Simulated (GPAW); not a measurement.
BAs:

```xyz
2
Lattice="0.0000 2.3885 2.3885 2.3885 0.0000 2.3885 2.3885 2.3885 0.0000" Properties=species:S:1:pos:R:3 pbc="T T T"
As    3.5827    3.5827    3.5827
B     0.0000    0.0000    0.0000
```

Program: GPAW 26.7.0. Alike in all runs: task band structure; cell as given; cutoff (eV) 800; smearing fermi-dirac 0.05 eV.

Order these runs on this cell by their band gap on the k mesh, lowest first.
A. level revPBE; potentials or basis the program's PAW data sets (release 1.2.1) made for this functional, pw; spin off; k mesh 10 × 10 × 10; band points 60
B. level PBEsol; potentials or basis PAW data sets generated in the run's folder for this functional, pw; spin SOC, no magnetisation; k mesh 7 × 7 × 7; band points 100; spin axis theta (degrees) 90; spin axis phi (degrees) 45; soc after scf second variation
C. level BLYP; potentials or basis PAW data sets generated in the run's folder for this functional, pw; spin off; k mesh 10 × 10 × 10; band points 80; eigensolver davidson

B (1.03 eV), A (1.20 eV), C (1.41 eV).

Caveats: spin-orbit coupling was added after a scalar SCF, so levels and gaps hold it while energy, forces, pressure and moments don't (some runs); this program's spin-orbit splittings come out too wide for heavy elements (some runs).

Runs at the PBE level aren't shown here.
